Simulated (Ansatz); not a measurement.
# Ca_Mg (site 2) in CaMg3Si4O12 (C2): charge-transition levels and formation energies

Aim: at which Fermi levels does Ca_Mg (site 2) in CaMg3Si4O12 (C2) change its charge? The model is a cell of 80 host atoms with 1 Mg taken out and 1 Ca put in.

Program: Ansatz 0.2.0. Level of theory: place-levels on PBEsol runs: charge-transition levels and formation energies with image-charge correction and potential alignment at the atomic sites. Results are calculated unless marked as measured.

### Step 1. The starting structure

The cell holds 80 atoms: 5 Ca, 11 Mg, 16 Si and 48 O. Cell: a = 10.321 Å, b = 9.607 Å, c = 13.176 Å, α = 51.0°, β = 61.9°, γ = 82.7°. It derives from CaMg3Si4O12 (space group C2). Nearest the centre at fractional (0.372, 0.628, 0.372): Ca13 at 0.00 Å, O43 at 2.02 Å, O46 at 2.02 Å, O50 at 2.03 Å, O55 at 2.03 Å, O77 at 2.97 Å, O73 at 2.97 Å, O65 at 2.99 Å.

The host's dielectric constants go in as inputs: principal values (2.94, 2.96, 3.04) for the electrons alone, principal values (7.02, 8.02, 8.51) with the ions, from a response run on this crystal (DFPT, PBEsol) at that run's own cell.

The cell's shortest repeat is 9.6 Å.

### Step 2. What was run first

Levels follow from differences of total energies between charge states, each relaxed by itself.

Random displacements of about 0.05 Å break the site symmetry at the start, so that the relaxation can reach a distorted minimum if there is one. Forces are taken at one point at (¼, ¼, ¼). The cell holds 1 electron more than the neutral one, with a uniform background that keeps it neutral on the whole. The electron count is odd, so at least one spin is unpaired; this run locks the moment at 1 μB.

The sampling was tested on the host first: at the k-points planned (1x1x1 shifted 0.25 0.25 0.25) its energy lies 0.001 eV an atom from the dense-mesh value, under the bound of 0.02 eV set for this test; that bounds the host's error, not the defect's.

One of the inputs; charge, spin and start change from state to state.

Contents of qm1_M1.relax/input.yaml:

```yaml
crystal:
  lattice:
    - [-1.56522574, 8.88673613, 5.01060885]
    - [8.16220748, 0.0, 5.06687067]
    - [9.72743322, 8.88673613, 0.05626182]
  atoms:
    - { symbol: Ca, position: [0.40057932, 0.09942068, 0.40057932] }
    - { symbol: Ca, position: [0.40057932, 0.09942068, 0.90057932] }
[... 3 atom lines left out ...]
    - { symbol: Mg, position: [0.20434025, 0.29565975, 0.70434025] }
    - { symbol: Mg, position: [0.70434025, 0.79565975, 0.20434025] }
[... 4 atom lines left out ...]
    - { symbol: Mg, position: [0.54814516, 0.45185484, 0.54814516] }
    - { symbol: Ca, position: [0.37229638, 0.62770362, 0.37229638] }
[... 3 atom lines left out ...]
    - { symbol: Si, position: [0.14703778, 0.34875196, 0.44414835] }
[... 3 atom lines left out ...]
    - { symbol: Si, position: [0.44414835, 0.06006191, 0.14703778] }
[... 3 atom lines left out ...]
    - { symbol: Si, position: [0.10340743, 0.90791398, 0.30247224] }
[... 1 atom line left out ...]
    - { symbol: Si, position: [0.60340743, 0.40791398, 0.30247224] }
[... 1 atom line left out ...]
    - { symbol: Si, position: [0.30247224, 0.68620635, 0.10340743] }
    - { symbol: Si, position: [0.30247224, 0.68620635, 0.60340743] }
[... 12 atom lines left out ...]
    - { symbol: O, position: [0.56554872, 0.54019463, 0.3446763] }
[... 2 atom lines left out ...]
    - { symbol: O, position: [0.3446763, 0.54958035, 0.56554872] }
[... 3 atom lines left out ...]
    - { symbol: O, position: [0.23958827, 0.37304052, 0.50408905] }
[... 4 atom lines left out ...]
    - { symbol: O, position: [0.50408905, 0.88328216, 0.23958827] }
[... 3 atom lines left out ...]
    - { symbol: O, position: [0.51344268, 0.40595329, 0.23249688] }
[... 2 atom lines left out ...]
    - { symbol: O, position: [0.23249688, 0.84810715, 0.51344268] }
[... 2 atom lines left out ...]
    - { symbol: O, position: [0.45978569, 0.79368823, 0.05974129] }
[... 3 atom lines left out ...]
    - { symbol: O, position: [0.05974129, 0.68678478, 0.45978569] }
[... 3 atom lines left out ...]
    - { symbol: O, position: [0.28693546, 0.96796815, 0.1809872] }
[... 3 atom lines left out ...]
    - { symbol: O, position: [0.1809872, 0.56410919, 0.28693546] }
[... 2 atom lines left out ...]
    - { symbol: O, position: [0.6809872, 0.06410919, 0.78693546] }
  host:
    repeats: [1, 1, 1]
    atoms:
      - { symbol: Ca, position: [0.40057932, 0.09942068, 0.40057932] }
      - { symbol: Ca, position: [0.40057932, 0.09942068, 0.90057932] }
      # ... 78 more atoms of the perfect host
total_charge: -1
basis:
  ecutwfc: 420
  xc_grid: 2
hamiltonian:
  xc: pbesol
kpoints:
  mp_grid: { grid: [1, 1, 1], shift: [0.25, 0.25, 0.25] }
magnetization:
  spin_polarized: true
  initial_magnetization: 1
  spin_locking: { lock_magnetization: hard }
scf:
  occupations: { method: fixed }
  max_iter: 80
output:
  forces: true
  charged_corrections:
    epsilon: [[2.95, 0.0, 0.03], [0.0, 2.96, 0.0], [0.03, 0.0, 3.03]]
    static_epsilon: [[8.32, 0.0, -0.49], [0.0, 8.02, 0.0], [-0.49, 0.0, 7.21]]
    defect_position: [0.372296, 0.627704, 0.372296]
relax:
  f_tol: 0.02
  max_steps: 80
  random_displacement: { amplitude: 0.05, seed: 3185 }
checkpoint:
  write: "../qm1_M1.relax.run"
  compress: false
  write_wavefunctions: true
  write_every: 100000
```

On the command line:

```bash
> ansatz run input.yaml --threads 4 --pin off --max-ram 7536MiB --backend cpu --events-out ev --progress --plain --runs-dir out
```

The relaxed structure is kept and the sampling changed to a 2×2×2 shifted mesh.

The run of this state that the levels use, under PBEsol:

Contents of qm1_M1.point/input.yaml:

```yaml
crystal:
  checkpoint: "../qm1_M1.relax.run"
  host: checkpoint
total_charge: -1
basis:
  ecutwfc: 420
  xc_grid: 2
hamiltonian:
  xc: pbesol
kpoints:
  mp_grid: { grid: [2, 2, 2], shift: [0.5, 0.5, 0.5] }
magnetization:
  spin_polarized: true
  initial_magnetization: 1
  spin_locking: { lock_magnetization: hard }
scf:
  occupations: { method: fermi_dirac, width: 0.01 }
  max_iter: 80
output:
  forces: true
  eigenvalues: true
  charged_corrections:
    epsilon: [[2.95, 0.0, 0.03], [0.0, 2.96, 0.0], [0.03, 0.0, 3.03]]
    static_epsilon: [[8.32, 0.0, -0.49], [0.0, 8.02, 0.0], [-0.49, 0.0, 7.21]]
    defect_position: [0.372296, 0.627704, 0.372296]
  eigenstates: { localisation: true }
  populations: true
  efg: {}
  band_densities: [{ bands: [v1, v1] }, { bands: [c1, c1] }]
  write_density: true
  write_potential: true
  volumetric_format: npy
  elf: true
checkpoint:
  read: "../qm1_M1.relax.run"
  write: "../qm1_M1.point.run"
  compress: false
  write_wavefunctions: false
  write_every: 100000
```

Relaxations under PBEsol at one point at (¼, ¼, ¼); times on 4 threads of Arm Neoverse V1, shared host:

| charge | moment (μB) | occupations | outcome | steps | largest displacement against the far atoms (Å) | time |
| --- | --- | --- | --- | --- | --- | --- |
| −1 | 1 | fixed | converged | 6 | 0.40 | 2.9 min |
| 0 | 0 | fixed | converged | 6 | 0.39 | 85 s |
| +1 | 1 | fixed | converged | 7 | 0.40 | 5.7 min |

Single points under PBEsol at a 2×2×2 shifted mesh; times on 4 threads of Arm Neoverse V1, shared host:

| charge | moment (μB) | occupations | outcome | time |
| --- | --- | --- | --- | --- |
| −1 | 1 | fermi-dirac | converged | 4.5 min |
| 0 | 0 | fermi-dirac | converged | 1.7 min |
| +1 | 1 | fermi-dirac | converged | 5.5 min |

Distances (Å) from Ca13 to the nearest atoms after relaxation with PBEsol:

| charge | moment (μB) | 1. | 2. | 3. | 4. | 5. | 6. |
| --- | --- | --- | --- | --- | --- | --- | --- |
| −1 | 1 | O 2.31 | O 2.31 | O 2.33 | O 2.33 | O 2.53 | O 2.53 |
| 0 | 0 | O 2.31 | O 2.31 | O 2.33 | O 2.33 | O 2.53 | O 2.53 |
| +1 | 1 | O 2.33 | O 2.33 | O 2.33 | O 2.33 | O 2.52 | O 2.53 |

### Step 3. Placing the levels, PBEsol

A charged cell interacts with its images and the background, and its potential has another zero than the host's. place-levels removes the first by a point-charge model, screened by the static dielectric constant since the ions have relaxed around the charge, and the second by comparing potentials at atoms far from the defect.

The host is a run of the defect-free crystal in the same cutoffs, grids and k-points, so that basis and sampling errors cancel in part in the differences. Its band edges come from a run of the primitive cell that searches the zone for them. The host is run in a cell of 40 atoms on a matching mesh. Chemical potentials are energies per atom of Mg (hcp) and Ca (fcc), run with the same functional and cutoff.

Contents of levels.point.yaml:

```yaml
host:
  run: host.point.run
  levels_from: { run: edges.point.run }
states: [qm1_M1.point.run, q0.point.run, qp1_M1.point.run]
geometry_from:
  qm1_M1.point.run: qm1_M1.relax.run
  q0.point.run: q0.relax.run
  qp1_M1.point.run: qp1_M1.relax.run
  host.point.run: host.relax.run
chemical_potentials:
  Mg:
    energy: -1912.053531
    dataset: "<sha256 of the dataset>"
  Ca:
    energy: -1793.730512
    dataset: <sha256 of the dataset>
epsilon:
  - [2.95, 0.0, 0.03]
  - [0.0, 2.96, 0.0]
  - [0.03, 0.0, 3.03]
static_epsilon:
  - [8.32, 0.0, -0.49]
  - [0.0, 8.02, 0.0]
  - [-0.49, 0.0, 7.21]
vertical:
  - { from: qm1_M1.point.run, to: qm1_M1.point_neutral.run }
  - { from: qp1_M1.point.run, to: qp1_M1.point_neutral.run }
```

On the command line:

```bash
> ansatz place-levels levels.point.yaml -- --threads 4 --pin off --max-ram 7536MiB
```

Numbers of over 12 decimals in the logs are rounded to 6 here.

What it wrote:

```text
[... repeated set-up lines and file paths are left out, and long positions are rounded to six places ...]
(+1/0) 0.000 eV above the valence edge (-0.198 eV without the band-filling correction), 4.794 eV under the conduction edge
(0/-1) 4.848 eV above the valence edge (+5.635 eV without the band-filling correction), in the conduction band
formation energy of charge +1: -1.514 eV with the Fermi level at the valence edge
formation energy of charge 0: -1.514 eV with the Fermi level at the valence edge
formation energy of charge -1: +3.334 eV with the Fermi level at the valence edge
vertical -1 to 0: no energy, since no alignment is typed
  the change from vertical[0].from (qm1_M1.point.run) to vertical[0].to (qm1_M1.point_neutral.run): by its potential at epsilon [[2.95, 0, 0.03], [0, 2.96, 0], [0.03, 0, 3.03]] it stands at 0.838 0.190 0.838, with an rms radius of about 4.8 Å (2.9 2.6 2.7 Å [...]
vertical +1 to 0: no energy, since no alignment is typed
  the change from vertical[1].from (qp1_M1.point.run) to vertical[1].to (qp1_M1.point_neutral.run): by its potential at epsilon [[2.95, 0, 0.03], [0, 2.96, 0], [0.03, 0, 3.03]] it stands at 0.538 0.300 0.525, with an rms radius of about 5.4 Å (3.4 2.5 3.4 Å [...]
  edges by pbesol of host.levels_from (edges.point.run), its mesh sampled to repeats of 31.50 Å (the valence edge +0.015 eV and the conduction edge -0.376 eV from those of the host's own run), gap 4.794 eV; the host is sampled to repeats of 20.64 Å
  the defect's cells are sampled to repeats of 20.64 Å, like sampling
  charge +1: -66984.1127 eV with its correction of +0.287 eV, at epsilon [[8.32, 0, -0.49], [0, 8.02, 0], [-0.49, 0, 7.21]], aligned at sites: +0.0092 eV, mean over 34 atomic sites at or beyond 4.80 Å from the defect at [0.3723, 0.6277, 0.3723], with [...]
  states[2] (qp1_M1.point.run): levels filled in part (TS 0.005 eV): its energy is of no whole electron's
  charge 0: +0.000 eV for its dipole among its images, +0.000 omitted
  charge -1: -66967.3179 eV with its correction of +0.052 eV, at epsilon [[8.32, 0, -0.49], [0, 8.02, 0], [-0.49, 0, 7.21]], aligned at sites: +0.2253 eV, mean over 34 atomic sites at or beyond 4.80 Å from the defect at [0.3723, 0.6277, 0.3723], with [...]
  of states[2] (qp1_M1.point.run): it parts from the run at its places by a charge that spreads by about 3.4 Å along one vector (1.5 Å or more is wide), by its potential at epsilon [[2.95, 0, 0.03], [0, 2.96, 0], [0.03, 0, 3.03]], taken for that of held ions [...]
  of states[1] (q0.point.run): its displacements don't fall off away from the defect: farther atoms stand 0.029 Å off the host's places. [...]
  of states[0] (qm1_M1.point.run): it parts from the run at its places by a charge that spreads by about 2.6 Å along one vector (1.3 Å or more is wide), by its potential at epsilon [[2.95, 0, 0.03], [0, 2.96, 0], [0.03, 0, 3.03]], taken for that of held ions [...]
  of vertical[0].from (qm1_M1.point.run): its displacements don't fall off away from the defect: farther atoms stand 0.028 Å off the host's places. [...]
  of vertical[0].to (qm1_M1.point_neutral.run): its displacements don't fall off away from the defect: farther atoms stand 0.028 Å off the host's places. [...]
  vertical[1].from (qp1_M1.point.run): levels filled in part (TS 0.005 eV): its energy is of no whole electron's
  of vertical[1].from (qp1_M1.point.run): its displacements don't fall off away from the defect: farther atoms stand 0.029 Å off the host's places. [...]
  of vertical[1].to (qp1_M1.point_neutral.run): its displacements don't fall off away from the defect: farther atoms stand 0.029 Å off the host's places. [...]
```

The job ended after 0.43 s (4 threads of Arm Neoverse V1, shared host).

Levels between the charges placed, in eV above the valence top:

|  | gap (eV) | (+1/0) | (0/−1) |
| --- | --- | --- | --- |
| PBEsol | 4.79 | 0.00 | 4.85 |

Corrections by state:

| charge | moment (μB) | image terms and alignment (eV) | band filling (eV) | ε used | over the lowest of its charge, as the program ranks them, band filling apart (eV) |
| --- | --- | --- | --- | --- | --- |
| +1 | 1.0 | 0.287 | -0.198 | principal values (7.02, 8.02, 8.51) | 0.000 |
| 0 | 0.0 | 0.000 | - | - | 0.000 |
| −1 | 1.0 | 0.052 | -0.787 | principal values (7.02, 8.02, 8.51) | 0.000 |

The charged structures listed were also run neutral, and place-levels reads from each pair, by the potential or the spins, how wide the charge is by which they differ; that can be the carrier of either run.

| charge | rms radius (Å) | spread where it is widest against the cell (Å) | wide from (Å) | reading |
| --- | --- | --- | --- | --- |
| +1 | 5.4 | 3.40 | 1.53 | wide |
| −1 | 4.8 | 2.62 | 1.25 | wide |

The neutral runs of these pairs need not share the spin of the lowest neutral state, and very wide values only mean spread over the cell.

From the program's caveats on the states, each cut to its opening words:

- charge +1 (1 μB): it parts from the run at its places by a charge that spreads by about 3.4 Å along one vector (1.5 Å or more is wide), by its potential at epsilon [[2.95, 0, [...]
- charge +1 (1 μB): a band-filling correction moves a carrier to the host's band edge, which changes its energy by -0.198 eV
- charge +1 (1 μB), 0: its displacements don't fall off away from the defect: farther atoms stand 0.029 Å off the host's places
- charge −1 (1 μB): it parts from the run at its places by a charge that spreads by about 2.6 Å along one vector (1.3 Å or more is wide), by its potential at epsilon [[2.95, 0, [...]
- charge −1 (1 μB): a band-filling correction moves a carrier to the host's band edge, which changes its energy by -0.787 eV
- charge −1 (1 μB): its alignment with the host at atomic sites is doubtful: the mean over the far sites moves by -0.0549 eV from their farther parts to their nearer, more than [...]
- charge −1 (1 μB): its displacements don't fall off away from the defect: farther atoms stand 0.028 Å off the host's places
- charge −1 (1 μB): its moments are held at its close (magnetization.spin_locking), by a field of 0.197 eV a Bohr magneton, and its energy and levels are of the state that this [...]

Formation energies (eV), elemental references (Δμ(Mg) = 0.00 eV, Δμ(Ca) = 0.00 eV):

| charge | Fermi level at the valence top | at the conduction bottom |
| --- | --- | --- |
| +1 | -1.51 | 3.28 |
| 0 | -1.51 | -1.51 |
| −1 | 3.33 | -1.46 |

### Step 4. Effect of the sampling

The relaxations' own energies give the levels at their sampling, for comparison.

Contents of levels.relax_mesh.yaml:

```yaml
host:
  run: host.relax.run
  levels_from: { run: edges.relax.run }
states: [qm1_M1.relax.run, q0.relax.run, qp1_M1.relax.run]
chemical_potentials:
  Mg:
    energy: -1912.053531
    dataset: "<sha256 of the dataset>"
  Ca:
    energy: -1793.730512
    dataset: <sha256 of the dataset>
```

On the command line:

```bash
> ansatz place-levels levels.relax_mesh.yaml -- --threads 4 --pin off --max-ram 7536MiB
```

What it wrote:

```text
[...]
formation energy of charge +1: -1.519 eV with the Fermi level at the valence edge
formation energy of charge 0: -1.519 eV with the Fermi level at the valence edge
formation energy of charge -1: +3.330 eV with the Fermi level at the valence edge
  edges by pbesol of host.levels_from (edges.relax.run), its mesh sampled to repeats of 31.50 Å (the valence edge +0.022 eV and the conduction edge -0.376 eV from those of the host's own run), gap 4.794 eV; the host is sampled to repeats of 10.32 Å
[... the lines on each state left out ...]
```

Run time: 0.16 s. Hardware: 4 threads.

Levels between neighbouring charges, in eV above the valence top:

|  | gap (eV) | (+1/0) | (0/−1) |
| --- | --- | --- | --- |
| one point at (¼, ¼, ¼) | 4.79 | 0.00 | 4.85 |
| a 2×2×2 shifted mesh | 4.79 | 0.00 | 4.85 |

Going from one point at (¼, ¼, ¼) to a 2×2×2 shifted mesh moves formation energies against the elements by up to 0.01 eV; band-filling terms, which differ between samplings, are in these energies.

### Step 5. Outcome

```yaml
gap_of_the_host: 4.79 eV (PBEsol)
level_plus_1_over_0: 0.00 eV above the valence top (-0.20 eV above the valence top without the band-filling term)
level_0_minus_1: 4.85 eV above the valence top, past the conduction bottom (5.64 eV above the valence top without the band-filling term)
lowest_of_the_charges_placed_just_above_the_valence_top_0p02_ev: 0
lowest_of_the_charges_placed_just_below_the_conduction_bottom_0p02_ev: 0
lowest_formation_energy_at_mid_gap_of_the_charges_run_elemental_references: -1.51 eV
```

Of the charges placed (−1, 0 and +1), 0 is the lowest from 0.02 eV above the valence top to 0.02 eV below the conduction bottom, a gap of 4.79 eV. States placed: +1 at 1 μB; 0 at 0 μB; −1 at 1 μB. Other spin states or structures, where not listed, weren't placed. The program finds carriers beyond a band edge of the host and adds a band-filling term at charge −1 (-0.79 eV) and +1 (-0.20 eV); steps to such a charge show no bound level, and a defect level inside a band would be read the same way. The lowest formation energy (elemental references) is negative across the gap, so the defect would form by itself: these chemical potentials lie beyond what competing compounds allow, or the host is unstable against it. Going from one point at (¼, ¼, ¼) to a 2×2×2 shifted mesh moves formation energies against the elements by up to 0.01 eV; band-filling terms, which differ between samplings, are in these energies. The program doubts the alignment of potentials for at least one state, a sign that the cell is small. What this leaves open: PBEsol makes the gap too small and tends to spread out bound carriers; where a gas molecule sets a chemical potential or the host's formation energy, its binding is uncorrected.

[Logs are printed without paths, hosts, clocks, repeated set-up lines and the standing remarks that a program may print on its own settings, such as how far it seeks lower states.]

[Hosts, paths, dates, database ids (printed as entryN), source tags and the programs' standing remarks are cut or masked in the printed files.]

[Where a table of states has a column of steps, it counts the stored structures, which are thinned; the runs took as many ionic steps or more.]

[A defect's name tells the site on which it was built; relaxed atoms can leave that site.]

[For some hosts the program warned that the k-mesh of the response run may be too coarse for force constants and the static dielectric constant; such warnings are not shown here.]
